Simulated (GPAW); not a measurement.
# CdTe (F-43m) in GPAW: a series of runs

One crystal, CdTe, is run at these levels: PBE, PBEsol; tasks: single point, relaxation of cell and atoms.

Everything below comes from runs of GPAW 26.7.0. Logs are shortened: lines on timing, memory, paths and dates and some standing lists are left out, and cuts for length are marked. The log counts tension as positive stress, the text compression.

**The experiment to reproduce.**

A printed reference work, data compilation reports, for a bulk crystal of CdTe at 0 K: band gap 1.607 eV.

The runs below are set against these values where they give the same quantity.

## Step 1: The structure

The structure is cubic, space group F-43m (No. 216). Conventional cell: a = 6.410 Å, b = 6.410 Å, c = 6.410 Å, α = 90.00°, β = 90.00°, γ = 90.00°. Around Te (site symmetry -43m) lie 4 Cd at 2.78 Å. Around Cd (site symmetry -43m) lie 4 Te at 2.78 Å.

## Step 2: Single point, PBE

The input, run.py:

```python
from ase import Atoms
from ase.dft.bandgap import bandgap
from ase.io import write
from ase.units import GPa
from gpaw import GPAW, PW

atoms = Atoms(['Te', 'Cd'],
              cell=[[0.0, 3.205, 3.205],
                    [3.205, 0.0, 3.205],
                    [3.205, 3.205, 0.0]],
              scaled_positions=[[0.75, 0.75, 0.75],
                                [0.0, 0.0, 0.0]],
              pbc=True)

calc = GPAW(mode=PW(450),
            xc='PBE',
            kpts={'size': (6, 6, 6), 'gamma': True},
            occupations={'name': 'fermi-dirac', 'width': 0.05},
            nbands=18,
            maxiter=120,
            txt='gpaw.txt')
atoms.calc = calc
energy = atoms.get_potential_energy()
forces = atoms.get_forces()
stress = atoms.get_stress()
calc.write('gs.gpw')
write('result.traj', atoms)
print(f'Energy: {energy:.6f} eV')
print('Forces (eV/A):')
print(forces.round(4))
print('Stress (GPa):', (stress / GPa).round(3))
print('Fermi level:', round(calc.get_fermi_level(), 4), 'eV')
print(f'Gap: {bandgap(calc)[0]:.4f} eV, direct: {bandgap(calc, direct=True)[0]:.4f} eV')
```

Potentials or basis: GPAW PAW data sets (gpaw-data 1.2.1), pw.

Command:

```sh
OMP_NUM_THREADS=1 python run.py
```

gpaw.txt:

```text
__  _  _
 | _ |_)|_||  |
 |__||  | ||/\| - 26.7.0

Input parameters:
  mode=PW(ecut=450.00000000000006),
  kpts=MonkhorstPack(size=(6, 6, 6), gamma=True),
  maxiter=120,
  nbands=18,
  occupations=Occupations(name='fermi-dirac', width=0.05),
  xc=XC(name='PBE')

Diagonalizing LCAO Hamiltonian
Converting LCAO to pw mode

                      Te

       Cd

Atoms  # Å, Bohr magnetons
|   | symbol |        x |        y |        z |    initial magnetic moments |
|---|--------|----------|----------|----------|-----------------------------|
| 0 |     Te | 4.807500 | 4.807500 | 4.807500 | ( 0.0000,  0.0000,  0.0000) |
| 1 |     Cd | 0.000000 | 0.000000 | 0.000000 | ( 0.0000,  0.0000,  0.0000) |

Unit cell  # Å
| periodic |        x |        y |        z |  lengths |    angles |
|----------|----------|----------|----------|----------|-----------|
|      yes | 0.000000 | 3.205000 | 3.205000 | 4.532554 | 60.000000 |
|      yes | 3.205000 | 0.000000 | 3.205000 | 4.532554 | 60.000000 |
|      yes | 3.205000 | 3.205000 | 0.000000 | 4.532554 | 60.000000 |

Number of symmetries: 24
Symmetry operations  # r_c * U_cc + t_c -> r_c
|    | kind |            matrix            |
|----|------|------------------------------|
|  0 |  E   |  1, 0, 0,  0, 1, 0,  0, 0, 1 |
|  1 |  σ   |  1, 0, 0,  0, 0, 1,  0, 1, 0 |
|  2 |  σ   |  1, 0,-1,  0, 1,-1,  0, 0,-1 |
|  3 |  C3  |  1, 0,-1,  0, 0,-1,  0, 1,-1 |
|  4 |  C3  |  1,-1, 0,  0,-1, 1,  0,-1, 0 |
|  5 |  σ   |  1,-1, 0,  0,-1, 0,  0,-1, 1 |
|  6 |  σ   |  0, 1, 0,  1, 0, 0,  0, 0, 1 |
|  7 |  C3  |  0, 1, 0,  0, 0, 1,  1, 0, 0 |
|  8 |  C2  |  0, 1,-1,  1, 0,-1,  0, 0,-1 |
|  9 |  S4  |  0, 1,-1,  0, 0,-1,  1, 0,-1 |
| 10 |  C3  |  0, 0, 1,  1, 0, 0,  0, 1, 0 |
| 11 |  σ   |  0, 0, 1,  0, 1, 0,  1, 0, 0 |
| 12 |  S4  |  0, 0,-1,  1, 0,-1,  0, 1,-1 |
| 13 |  C3  |  0, 0,-1,  0, 1,-1,  1, 0,-1 |
| 14 |  S4  |  0,-1, 1,  1,-1, 0,  0,-1, 0 |
| 15 |  C2  |  0,-1, 1,  0,-1, 0,  1,-1, 0 |
| 16 |  C3  |  0,-1, 0,  1,-1, 0,  0,-1, 1 |
| 17 |  S4  |  0,-1, 0,  0,-1, 1,  1,-1, 0 |
| 18 |  S4  | -1, 1, 0, -1, 0, 1, -1, 0, 0 |
| 19 |  C3  | -1, 1, 0, -1, 0, 0, -1, 0, 1 |
| 20 |  C3  | -1, 0, 1, -1, 1, 0, -1, 0, 0 |
| 21 |  S4  | -1, 0, 1, -1, 0, 0, -1, 1, 0 |
| 22 |  σ   | -1, 0, 0, -1, 1, 0, -1, 0, 1 |
| 23 |  C2  | -1, 0, 0, -1, 0, 1, -1, 1, 0 |

BZ-sampling:
  Number of BZ points: 216
  Number of IBZ points: 16

  Monkhorst-Pack size: [6, 6, 6]
  Monkhorst-Pack shift: [0.08333333333333333, 0.08333333333333333, 0.08333333333333333]

K-points  # in reciprocal-cell coordinates
|     |                                coordinates |     weight |
|-----|--------------------------------------------|------------|
|   0 | (  0.00000000,   0.00000000,   0.00000000) | 0.00462963 |
|   1 | (  0.16666667,   0.16666667,   0.00000000) | 0.02777778 |
|   2 | (  0.16666667,   0.16666667,   0.16666667) | 0.03703704 |
|   3 | (  0.33333333,   0.16666667,   0.16666667) | 0.05555556 |
|   4 | (  0.33333333,   0.33333333,  -0.33333333) | 0.05555556 |
|   5 | (  0.33333333,   0.33333333,   0.00000000) | 0.02777778 |
|   6 | (  0.33333333,   0.33333333,   0.16666667) | 0.11111111 |
|   7 | (  0.33333333,   0.33333333,   0.33333333) | 0.03703704 |
|   8 | (  0.50000000,   0.33333333,  -0.33333333) | 0.11111111 |
|   9 | (  0.50000000,   0.33333333,  -0.16666667) | 0.05555556 |
| ... |                                            |            |
|  15 | (  0.50000000,   0.50000000,   0.50000000) | 0.01851852 |

Plane wave coefficients: 1458
Cutoff: 450.00000000000006 eV

Spin-components: 1 (collinear spins)
Bands:           18
Projectors:      11
Spin-degeneracy: 2
Datatype:        complex128

Parallelization:
  kpt:    1
  domain: 1
  band:   1

Density:
  Valence electrons: 18.0
  Components: 1
  Grid points: [24 24 24]
  Charge: 0.0  # |e|

Potential:
  Grid points: [24 24 24]

species:
  Te:
    name:    Tellurium
    Z:       52.0
    valence: 6
    core:    46
    charge:  0.0  # [|e|]
    compensation charges:
      type: gauss
      rc: 0.36  # [Å]
      lmax: 2
    cutoffs:
      filter: 2.09  # [Å]
      core: 3.17  # [Å]
    projectors
    | kind |    occ | energy [eV] | rcut [Å] |
    |------|--------|-------------|----------|
    |   5s |  2.000 |     -15.089 |    1.180 |
    |   5p |  4.000 |      -5.955 |    1.196 |
    |    s |        |      12.123 |    1.180 |
    |    p |        |      21.256 |    1.196 |
    |    d |        |       0.000 |    1.238 |

    Using partial waves for Te as LCAO basis

  Cd:
    name:    Cadmium
    Z:       48.0
    valence: 12
    core:    36
    charge:  0.0  # [|e|]
    compensation charges:
      type: gauss
      rc: 0.38  # [Å]
      lmax: 2
    cutoffs:
      filter: 2.12  # [Å]
      core: 2.62  # [Å]
    projectors
    | kind |    occ | energy [eV] | rcut [Å] |
    |------|--------|-------------|----------|
    |   5s |  2.000 |      -5.655 |    1.191 |
    |   5p |  0.000 |      -1.186 |    1.228 |
    |   4d | 10.000 |     -11.739 |    1.164 |
    |    s |        |      21.556 |    1.191 |
    |    p |        |      26.026 |    1.228 |
    |    d |        |      15.473 |    1.164 |

    Using partial waves for Cd as LCAO basis

Reference energy: -336963.801770  # eV

eigensolver:
  PPCG
  Converge bands: occupied
  niter=2

density mixing:
  MSR1-Mixer
  Pratt-step length: 0.05
  Maximum mixing coefficient: 0.75
  Old densities: 10
  SVD Regularization: 0.005
  Good broyden scale: 1.0
  Trust region scale: 1.0
  Backstep threshold: 4.0
  History deletion threshold: 6.0
  Fourier metric: weight=20.0, sigma=0.015

occupation numbers:
  Fermi-Dirac:
    width: 0.0500  # eV

poisson solver:
  ecut: 3600.0000000000005  # eV

xc functional:
  name: PBE with 2 nearest neighbor stencil

convergence criteria:
- Maximum [total energy] change in last 3 cyles: 0.0005 eV / valence electron
- Maximum integral of absolute [dens]ity change: 0.0001 electrons / valence electron
- Maximum integral of absolute [eigenst]ate change: 4e-08 eV^2 / valence electron
maximum number of iterations: 120

SCF iterations
|iter     | |      energy | eigst |  dens |
|---------|-|-------------|-------|-------|
|iter:   1| |   -5.186472 | -0.44 |       |
|iter:   2| |   -5.142220 | -2.39 | -1.25 |
|iter:   3| |   -4.971438 | -1.78 | -1.30 |
|iter:   4| |   -4.970334 | -3.36 | -1.79 |
|iter:   5| |   -4.969964c| -3.85 | -2.24 |
|iter:   6| |   -4.970002c| -5.50 | -2.95 |
|iter:   7| |   -4.970006c| -6.70 | -3.56 |
|iter:   8| |   -4.970006c| -7.90c| -4.47c|

Converged in 8 steps
Energy contributions relative to reference atoms: (reference = -336963.801770)

Energy contributions:
  Kinetic:          22.406933
  Coulomb:         -20.253665
  Zero:              0.295174
  External:          0.000000
  Xc:               -7.418447
  Entropy:          -0.000003
  Spinorbit:         0.000000
  ----------------------------
  Free energy:      -4.970007
  Extrapolated:     -4.970006

dipole moment: (-16.506145, -16.506145, -16.506145)  # |e|*Ang

Fermi level: 4.554
Eigenvalues  # (at kpt = [0.000, 0.000, 0.000])
| band index |      eig [eV] | occ [0-2] |
|------------|---------------|-----------|
|          0 |        -7.266 |     2.000 |
|          1 |        -4.270 |     2.000 |
|          2 |        -4.270 |     2.000 |
|          3 |        -4.270 |     2.000 |
|          4 |        -3.982 |     2.000 |
|          5 |        -3.982 |     2.000 |
[... 10 lines left out ...]
|         16 |        14.189 |     0.000 |
|         17 |        14.189 |     0.000 |

Gap: 0.868 eV
Transition (v -> c):
  (s=0, k=0, n=8, [0.00, 0.00, 0.00]) -> (s=0, k=0, n=9, [0.00, 0.00, 0.00])
No difference between direct/indirect transitions

Forces  # eV/Ang
|        x |       y |       z |
|----------|---------|---------|
| -0.00000 | 0.00000 | 0.00000 |  # Te   0
| -0.00000 | 0.00000 | 0.00000 |  # Cd   1

Stress tensor  # eV/Ang^3
|         x |         y |         z |
|-----------|-----------|-----------|
| -0.019871 | -0.000000 | -0.000000 |
| -0.000000 | -0.019871 |  0.000000 |
| -0.000000 |  0.000000 | -0.019871 |

# Writing to gs.gpw (mode='')
```

It took 9.6 s on 1 thread of AMD EPYC 7R43 (Zen 3), shared host; peak memory 0.15 GiB.

What came out:

* Free energy: -4.9700 eV
* Pressure: 3.2 GPa
* Band gap on the k mesh: 0.87 eV, direct

Levels at points of the mesh, in eV from the valence-band top:
| k point | band 5 | band 6 | band 7 | band 8 | band 9 | band 10 | band 11 | band 12 | band 13 | band 14 |
| --- | --- | --- | --- | --- | --- | --- | --- | --- | --- | --- |
| (0.00, 0.00, 0.00) | -8.07 | -8.07 | 0.00 | 0.00 | 0.00 | 0.87 | 4.57 | 4.57 | 4.57 | 7.51 |
| (0.50, 0.50, 0.00) | -8.04 | -7.54 | -4.47 | -1.99 | -1.99 | 2.54 | 2.67 | 9.00 | 9.30 | 9.30 |
| (0.50, 0.50, 0.50) | -8.06 | -7.69 | -4.62 | -0.83 | -0.83 | 1.85 | 5.18 | 5.18 | 7.09 | 8.77 |

Caveat: the cutoff is short for stress and forces, so pressures can be off by a GPa or more; spin-orbit coupling is left out, which moves the levels of the heavy elements.

## Step 3: Single point, PBE

Edit run.py of step 2 so:

```diff
@@ -14,3 +14,3 @@
 
-calc = GPAW(mode=PW(450),
+calc = GPAW(mode=PW(500),
             xc='PBE',
```

Potentials or basis: GPAW PAW data sets (gpaw-data 1.2.1), pw.

Command:

```sh
OMP_NUM_THREADS=1 python run.py
```

gpaw.txt:

```text
__  _  _
 | _ |_)|_||  |
 |__||  | ||/\| - 26.7.0

Input parameters:
  mode=PW(ecut=500.0),
  kpts=MonkhorstPack(size=(6, 6, 6), gamma=True),
  maxiter=120,
  nbands=18,
  occupations=Occupations(name='fermi-dirac', width=0.05),
  xc=XC(name='PBE')

Diagonalizing LCAO Hamiltonian
Converting LCAO to pw mode

                      Te

       Cd

Atoms  # Å, Bohr magnetons
|   | symbol |        x |        y |        z |    initial magnetic moments |
|---|--------|----------|----------|----------|-----------------------------|
| 0 |     Te | 4.807500 | 4.807500 | 4.807500 | ( 0.0000,  0.0000,  0.0000) |
| 1 |     Cd | 0.000000 | 0.000000 | 0.000000 | ( 0.0000,  0.0000,  0.0000) |

Unit cell  # Å
| periodic |        x |        y |        z |  lengths |    angles |
|----------|----------|----------|----------|----------|-----------|
|      yes | 0.000000 | 3.205000 | 3.205000 | 4.532554 | 60.000000 |
|      yes | 3.205000 | 0.000000 | 3.205000 | 4.532554 | 60.000000 |
|      yes | 3.205000 | 3.205000 | 0.000000 | 4.532554 | 60.000000 |

Number of symmetries: 24
Symmetry operations  # r_c * U_cc + t_c -> r_c
|    | kind |            matrix            |
|----|------|------------------------------|
|  0 |  E   |  1, 0, 0,  0, 1, 0,  0, 0, 1 |
|  1 |  σ   |  1, 0, 0,  0, 0, 1,  0, 1, 0 |
|  2 |  σ   |  1, 0,-1,  0, 1,-1,  0, 0,-1 |
|  3 |  C3  |  1, 0,-1,  0, 0,-1,  0, 1,-1 |
|  4 |  C3  |  1,-1, 0,  0,-1, 1,  0,-1, 0 |
|  5 |  σ   |  1,-1, 0,  0,-1, 0,  0,-1, 1 |
|  6 |  σ   |  0, 1, 0,  1, 0, 0,  0, 0, 1 |
[... 136 lines left out ...]

poisson solver:
  ecut: 4000.0  # eV

xc functional:
  name: PBE with 2 nearest neighbor stencil

convergence criteria:
- Maximum [total energy] change in last 3 cyles: 0.0005 eV / valence electron
- Maximum integral of absolute [dens]ity change: 0.0001 electrons / valence electron
- Maximum integral of absolute [eigenst]ate change: 4e-08 eV^2 / valence electron
maximum number of iterations: 120

SCF iterations
|iter     | |      energy | eigst |  dens |
|---------|-|-------------|-------|-------|
|iter:   1| |   -5.212736 | -0.41 |       |
|iter:   2| |   -5.168684 | -2.37 | -1.25 |
|iter:   3| |   -4.999262 | -1.76 | -1.30 |
|iter:   4| |   -4.998378 | -3.33 | -1.79 |
|iter:   5| |   -4.998042c| -3.82 | -2.23 |
|iter:   6| |   -4.998080c| -5.50 | -2.95 |
|iter:   7| |   -4.998084c| -6.70 | -3.56 |
|iter:   8| |   -4.998084c| -7.90c| -4.47c|

Converged in 8 steps
Energy contributions relative to reference atoms: (reference = -336963.801770)

Energy contributions:
  Kinetic:          22.272144
  Coulomb:         -20.116971
  Zero:              0.267889
  External:          0.000000
  Xc:               -7.421144
  Entropy:          -0.000003
  Spinorbit:         0.000000
  ----------------------------
  Free energy:      -4.998085
  Extrapolated:     -4.998084

dipole moment: (-16.505861, -16.505861, -16.505861)  # |e|*Ang

Fermi level: 4.553
Eigenvalues  # (at kpt = [0.000, 0.000, 0.000])
| band index |      eig [eV] | occ [0-2] |
|------------|---------------|-----------|
|          0 |        -7.266 |     2.000 |
|          1 |        -4.271 |     2.000 |
|          2 |        -4.271 |     2.000 |
|          3 |        -4.271 |     2.000 |
|          4 |        -3.984 |     2.000 |
|          5 |        -3.984 |     2.000 |
[... 10 lines left out ...]
|         16 |        14.189 |     0.000 |
|         17 |        14.189 |     0.000 |

Gap: 0.870 eV
Transition (v -> c):
  (s=0, k=0, n=8, [0.00, 0.00, 0.00]) -> (s=0, k=0, n=9, [0.00, 0.00, 0.00])
No difference between direct/indirect transitions

Forces  # eV/Ang
|       x |        y |        z |
|---------|----------|----------|
| 0.00000 | -0.00000 | -0.00000 |  # Te   0
| 0.00000 | -0.00000 |  0.00000 |  # Cd   1

Stress tensor  # eV/Ang^3
|         x |         y |         z |
|-----------|-----------|-----------|
| -0.022564 | -0.000000 |  0.000000 |
| -0.000000 | -0.022564 |  0.000000 |
|  0.000000 |  0.000000 | -0.022564 |

# Writing to gs.gpw (mode='')
```

It took 15 s on 1 thread of Arm Neoverse N1, shared host; peak memory 0.15 GiB.

Results:

- Free energy: -4.9981 eV
- Pressure: 3.6 GPa
- Band gap on the k mesh: 0.87 eV, direct

Caveat: the cutoff is short for stress and forces, so pressures can be off by a GPa or more; spin-orbit coupling is left out, which moves the levels of the heavy elements.

## Step 4: Relaxation of cell and atoms, PBEsol

The input, run.py:

```python
from ase import Atoms
from ase.filters import FrechetCellFilter
from ase.io import write
from ase.optimize import BFGS
from gpaw import GPAW, PW, setup_paths

setup_paths.insert(0, '.')

atoms = Atoms(['Te', 'Cd'],
              cell=[[0.0, 3.205, 3.205],
                    [3.205, 0.0, 3.205],
                    [3.205, 3.205, 0.0]],
              scaled_positions=[[0.75, 0.75, 0.75],
                                [0.0, 0.0, 0.0]],
              pbc=True)

calc = GPAW(mode=PW(600),
            xc='PBEsol',
            kpts={'size': (7, 7, 7), 'gamma': True},
            occupations={'name': 'fermi-dirac', 'width': 0.05},
            nbands=18,
            convergence={'density': 1e-05, 'forces': 0.0001},
            maxiter=150,
            txt='gpaw.txt')
atoms.calc = calc
opt = BFGS(FrechetCellFilter(atoms), trajectory='relax.traj', logfile='-')
done = opt.run(fmax=0.02, steps=60)
calc.write('gs.gpw')
write('result.traj', atoms)
print('Converged:', done)
print('Cell:', atoms.cell.cellpar().round(4))
print('Volume:', round(atoms.get_volume(), 4))
print(atoms.get_scaled_positions().round(5))
```

Potentials or basis: PAW data sets generated in the run's folder for this functional, pw.

Command:

```sh
gpaw-setup -f PBEsol Cd Te
OMP_NUM_THREADS=1 python run.py
```

Run time: 42 s. Hardware: 1 thread of Arm Neoverse V2, shared host; peak memory 0.2 GiB.

It converged, with:

```yaml
Free_energy: -5.7636 eV
Relaxed_volume: 33.83 Å³/atom
Relaxed_cell: a = 4.574 Å, b = 4.574 Å, c = 4.574 Å, α = 60.00°, β = 60.00°, γ = 60.00°
Space_group_after_relaxing_to_0.05_Å: F-43m (No. 216)
Energy_gained_by_relaxing: 3.6 meV/atom
Ionic_steps: 3
Pressure_after_relaxing: 0.0 GPa
Band_gap_on_the_k_mesh: 0.68 eV, direct
```

Step by step:
| step | energy change (eV) | largest force (eV/Å) | pressure (GPa) | volume (Å³) |
| --- | --- | --- | --- | --- |
| 1 | 0.0000 | 0.0000 | 1.26 | 65.84 |
| 2 | -0.0026 | 0.0000 | 1.00 | 66.21 |
| 3 | -0.0073 | 0.0000 | 0.04 | 67.66 |

Final structure:
```
CELL_PARAMETERS angstrom
0.00000 3.23413 3.23413
3.23413 0.00000 3.23413
3.23413 3.23413 0.00000
ATOMIC_POSITIONS crystal
Te 0.75000 0.75000 0.75000
Cd 0.00000 0.00000 0.00000
```

Levels at points of the mesh, in eV from the valence-band top:
| k point | band 5 | band 6 | band 7 | band 8 | band 9 | band 10 | band 11 | band 12 | band 13 | band 14 |
| --- | --- | --- | --- | --- | --- | --- | --- | --- | --- | --- |
| (0.00, 0.00, 0.00) | -7.96 | -7.96 | 0.00 | 0.00 | 0.00 | 0.68 | 4.54 | 4.54 | 4.54 | 7.31 |

Caveat: later steps reuse the first step's grids; spin-orbit coupling is left out, which moves the levels of the heavy elements.

(Continued in part 2 of 2.)
